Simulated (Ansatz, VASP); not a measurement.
**Two plane-wave programs on Tl**

Contents of INCAR:

```
PREC = Accurate
ENCUT = 520
EDIFF = 1E-7
ISMEAR = 0
SIGMA = 0.1
LREAL = False
LASPH = True
NELM = 80
ALGO = Normal
ISIF = 2
LWAVE = False
LCHARG = False
GGA = PS
NBANDS = 12
```

The input KPOINTS:

```
Automatic mesh
0
Gamma
  6 6 6
```

POSCAR

```
Tl
1.0
    0.0000000000      2.2676439787      2.2676439787
    2.2676439787      0.0000000000      2.2676439787
    2.2676439787      2.2676439787      0.0000000000
Tl
1
Direct
    0.0000000000      0.0000000000      0.0000000000
```

Input for Ansatz:

```yaml
crystal:
  lattice:
    - [0.0, 2.2676439787, 2.2676439787]
    - [2.2676439787, 0.0, 2.2676439787]
    - [2.2676439787, 2.2676439787, 0.0]
  atoms:
    - { symbol: Tl, position: [0.0, 0.0, 0.0] }
basis:
  ecutwfc: 420
kpoints:
  mp_grid: { grid: [6, 6, 6] }
hamiltonian:
  xc: pbesol
scf:
  occupations: { method: gaussian, width: 0.1 }
output:
  forces: true
  stress: true
  eigenvalues: true
```

Alike in both runs: task single point; functional PBEsol; k mesh 6 × 6 × 6; occupations gaussian, width 0.1 eV; no spin polarisation.

|  | VASP | Ansatz |
| --- | --- | --- |
| version | VASP 6.6.1 | Ansatz 0.2.0 |
| potentials or method | VASP PAW PBE potentials, release 64 (Tl_d) | scalar-relativistic, plane waves, PAW |
| plane-wave cutoff (eV) | 520 | 420 |
| valence electrons in the cell | 13 | 13 |

|  | VASP | Ansatz | Ansatz less VASP |
| --- | --- | --- | --- |
| gap on the k mesh at the Fermi level (eV) | none | none | - |
| pressure (GPa) | 12.9 | 12.9 | +0.07 |

A gap of «none» marks a metal or a gap that the smearing closes.

Caveats: the k mesh is coarse (spacing up to 0.40 Å⁻¹), so the values aren't converged; the PAW data sets were made with another functional, which shifts forces and pressure a little (VASP). The runs have no spin-orbit coupling, so splittings on Tl are missing.
